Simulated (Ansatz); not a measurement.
# Sn (P-1) in Ansatz: band structure with PBE+D3(BJ)

Aim: the band structure of Sn with PBE+D3(BJ).

Everything below comes from runs of Ansatz 0.2.0. Logs are shortened: lines on timing, memory, paths and dates and some standing lists are left out, and cuts for length are marked.

**1. The cell of the first run**

The typed cell holds 1 atom: a = 3.363 Å, b = 3.388 Å, c = 3.285 Å, α = 105.05°, β = 105.87°, γ = 120.15°.

This isn't the form of Sn at room conditions, which is tetragonal (white tin).

**2. Band structure, PBE+D3(BJ) (cell strained at random at fixed volume)**

Input file input.yaml:

```yaml
crystal:
  lattice:
    - [-2.09183, 2.035241, 1.671634]
    - [2.071767, -2.075232, 1.695984]
    - [1.987121, 1.970523, -1.720498]
  atoms:
    - { symbol: Sn, position: [0.0, 0.0, 0.0] }
kpoints:
  mp_grid: { grid: [10, 10, 10] }
  band_path:
    path: [[0.0, -0.5, 0.0], [0.0, 0.0, 0.0], [-0.5, 0.5, 0.0]]
    npoints: 6
scf:
  occupations: { method: methfessel_paxton, width: 0.1 }
hamiltonian:
  xc: pbe
  dispersion: d3bj
  pseudopotentials: { kind: all_electron, lapw: { basis_error: 0.001 } }
output:
  forces: true
  stress: true
  eigenvalues: true
```

Potentials or basis: all-electron LAPW, scalar-relativistic.

Run with:

```bash
$ ansatz run input.yaml --threads 1 --pin off --max-ram 3072MiB --backend cpu --events-out ev --progress --plain --runs-dir out
```

Output:

```text
Warning: RAYON_NUM_THREADS=1 ignored (pool sized by the plan → 1); use --threads N
LAPW: plane waves up to 6.895 Å⁻¹, error target 1.0e-3 eV per atom; small_component_spin mean_spin; Sn in spheres of 1.605 Å, 22 of its electrons in bands, Dirac shells [] (how accurate: hamiltonian.pseudopotentials.lapw.basis_error, Limitations)
Engine: ansatz 0.2.0, x86_64-unknown-linux-gnu
Pseudopotentials: kind: all_electron
Pseudopotential: Sn, LAPW, valence charge 22, lapw/all_electron/scalar/gaussian/Sn, Koelling and Harmon's equation, gaussian nucleus
Functional definition: PBE
  parameter kappa = 0.804
  parameter beta = 0.06672455060314922
  exchange = pbe_x(kappa = kappa, mu = beta*pi^2/3)
  correlation = pbe_c(beta = beta)
Crystal: 1 atoms, lattice volume = 27.353 Å³
Basis set: ecut = 181.10958514861449 eV, 163 PW (Γ), exchange–correlation at level 2
Bands: 15, of which v1, the nominal top of the filled ones, is band 11 counted from 1 (10 counted from 0)
Symmetry: 2 space group operations
Space group: P-1 (ITA 2), of the structure as read, at distance tolerance 3.0e-5 Å
k-points: 504 of 1000
Non-local potential: Sn, projectors of the file, none
Initial density: superposition of atomic densities (chi_scale 0.1, normalization cell)
Initial wavefunctions: plane waves of lowest kinetic energy (no species holds an atomic orbital)
Functional: x = pbe(κ = 0.804, μ = 0.2195149727645171), c = pbe(β = 0.06672455060314922)
iter 1 solved again at ethr=3.00e-5 eV; its pass at ethr=1.00e-1 eV (dr2=6.60e-3 eV) is discarded
SCF iter   1: F=—  HF=-168089.753561 eV  |F-HF|=—  |Δ(HF+E_count)|=         —  Δρ=5.73e-3  dr2=6.67e-3  ethr=3.00e-5  ⟨swp⟩=3.4  Hψ=54580  notcnv=0
preconditioner: auto → Kerker (q_TF=auto, 2.631 Å⁻¹)  [metal: Δε(μ)=0.017 eV  Ē_g=22.918 eV  σ=0.100 eV  W_gap=0.14  n_scr=12 (ndim 8)  ℏωp=26.6 eV  f_vac=0.000  D(μ)=0.78/eV (n_scr^D=4)]
SCF iter   2: F=—  HF=-168089.741571 eV  |F-HF|=—  |Δ(HF+E_count)|=   1.20e-2  S|Δr|=    0.00e0  Δρ=3.51e-3  dr2=2.94e-3  ethr=3.00e-5  ⟨swp⟩=2.0  Hψ=21722  notcnv=0
SCF iter   3: F=—  HF=-168089.740806 eV  |F-HF|=—  |Δ(HF+E_count)|=   7.65e-4  S|Δr|=    0.00e0  Δρ=1.96e-3  dr2=1.08e-3  ethr=1.34e-5  ⟨swp⟩=2.0  Hψ=21720  notcnv=0
SCF iter   4: F=—  HF=-168089.740849 eV  |F-HF|=—  |Δ(HF+E_count)|=   4.27e-5  S|Δr|=    0.00e0  Δρ=8.90e-4  dr2=2.63e-4  ethr=4.91e-6  ⟨swp⟩=2.0  Hψ=21720  notcnv=0
iter 5 solved again at ethr=3.05e-8 eV; its pass at ethr=1.20e-6 eV (dr2=6.71e-6 eV) is discarded
SCF iter   5: F=—  HF=-168089.740945 eV  |F-HF|=—  |Δ(HF+E_count)|=   9.61e-5  S|Δr|=    0.00e0  Δρ=1.43e-4  dr2=6.69e-6  ethr=3.05e-8  ⟨swp⟩=2.0  Hψ=36911  notcnv=0
SCF iter   6: F=—  HF=-168089.740945 eV  |F-HF|=—  |Δ(HF+E_count)|=   7.00e-7  S|Δr|=    0.00e0  Δρ=4.67e-5  dr2=5.10e-7  ethr=3.04e-8  ⟨swp⟩=2.0  Hψ=21720  notcnv=0
SCF iter   7: F=-168089.740946 eV  HF=-168089.740946 eV  |F-HF|=5.85e-9  |Δ(HF+E_count)|=   2.01e-7  S|Δr|=    0.00e0  Δρ=9.53e-6  dr2=3.29e-8  ethr=2.32e-9  ⟨swp⟩=2.7  Hψ=22143  notcnv=0
SCF 1 converged in 7 iterations: F = -168089.740946 eV  dr2 = 3.29e-8
NSCF: frozen V_eff on 13 k-points
SCF converged after 7 iterations
Stability not checked: this state was not tested for a lower state beside it, because cold or Methfessel-Paxton smearing, or corrected tetrahedra, fill the levels in a way that the test cannot read (fill_not_monotonic; see scf.lower_state_search)
Free energy (F): -168089.740946 eV
Harris-Foulkes:  -168089.740946 eV  (|F-HF|=5.85e-9)
Internal energy: -168089.740486 eV  (E = F + TS)
E sigma→0 (E₀):  -168089.740831 eV
Entropy (-TS):   -0.000459 eV (-0.459 meV/atom)
Fermi energy:    13.698141 eV
Step filling:    the computed levels leave a gap of 0.0066 eV = 0.1 smearing widths at the electron count; against every level under it full and every level over it empty, smearing changes F+E_penalty+E_count by -0.151 meV and its σ→0 estimate by -0.036 meV
--- Per-component energies (eV) ---
  E_band       = -702.489403
  E_kinetic    = 176783.729299
  E_xc         = -4497.565713
  E_electrostatic = -340375.521067  (all electrons and nuclei)
  E_disp       = -0.383005  (pairwise vdW)
  E_smearing   = -0.000459  (= −TS)
  E_closure    = 0.000000  (closes the sum)
  E_atoms      = -168085.610346  (free atoms, spherical and without spin; not in F)
  Σ components = -168089.740946   (vs F -168089.740946, Δ=0.00e0)
  Basis errors (estimates in eV, not in F): energy 2.5e-4 per atom: plane waves 2.5e-4 (1.3e-4 summed), levels above the bands 0.0e0, relativity 2.7e-8, radial functions 2.6e-6, core shells 4.7e-10; eigenvalues (radial functions only) 1.1e-5; not estimated: angular momenta, meshes, grids; target (lapw.basis_error) 1.0e-3; muffin-tin radii Sn 1.605 Å
--- Forces (eV/Å), atoms counted from 1 ---
  atom   1  Sn     0.00000000     0.00000000     0.00000000
  max |Σ_I F_I| component: 0.00e0 eV/Å
--- Stress (GPa, compression-positive) ---
       -1.400698       1.660022      -0.101569
        1.660022      -1.442044       0.046090
       -0.101569       0.046090      -0.987735
  P = ⅓ Tr σ = -1.2768 GPa (-12.768 kbar)
--- Band table (eV; the first three rows and the last of 504) ---
  k-point 0: bands = ["-115.7906", "-71.5772", "-71.5737", "-71.5679", "-7.9193", "-7.8691", "-7.8241", "-7.8158", "-7.7240", "2.6139", "19.7743", "21.4192", "22.7617", "23.6237", "25.8480"]
  k-point 1: bands = ["-115.7906", "-71.5773", "-71.5736", "-71.5683", "-7.9059", "-7.8517", "-7.8273", "-7.8210", "-7.7296", "2.8166", "19.3119", "19.9295", "22.0704", "23.9033", "25.0812"]
  k-point 2: bands = ["-115.7905", "-71.5776", "-71.5736", "-71.5693", "-7.8735", "-7.8415", "-7.8334", "-7.7991", "-7.7442", "3.4255", "16.1371", "20.3285", "20.8498", "24.1563", "24.5727"]
  k-point 503: bands = ["-115.7903", "-71.5789", "-71.5756", "-71.5719", "-7.9394", "-7.8887", "-7.7129", "-7.6838", "-7.6576", "10.4363", "11.9141", "12.4998", "15.8305", "16.8018", "19.4127"]
```

It took 28 s on 1 thread of Intel Xeon at 2.70GHz, shared host; peak memory 0.53 GiB.

Results:

| Item | Value |
| --- | --- |
| Free energy | -168089.7409 eV |
| Pressure | -1.3 GPa |
| Band gap along the path | none (metal or under the smearing width) |

Levels at the corners of the path, in eV from the Fermi level:
| point | band 7 | band 8 | band 9 | band 10 | band 11 | band 12 | band 13 | band 14 | band 15 |
| --- | --- | --- | --- | --- | --- | --- | --- | --- | --- |
| X | -21.47 | -21.41 | -21.36 | -5.81 | -4.21 | 3.04 | 4.47 | 7.11 | 7.55 |
| Γ | -21.52 | -21.51 | -21.42 | -11.08 | 6.08 | 7.72 | 9.06 | 9.93 | 12.15 |
| Y | -21.51 | -21.45 | -21.39 | -7.61 | -4.75 | 5.77 | 7.79 | 10.10 | 10.99 |

Caveat: spin-orbit coupling is left out, which moves the levels of the heavy elements; pairwise dispersion overbinds metals, which lowers pressure and volume.
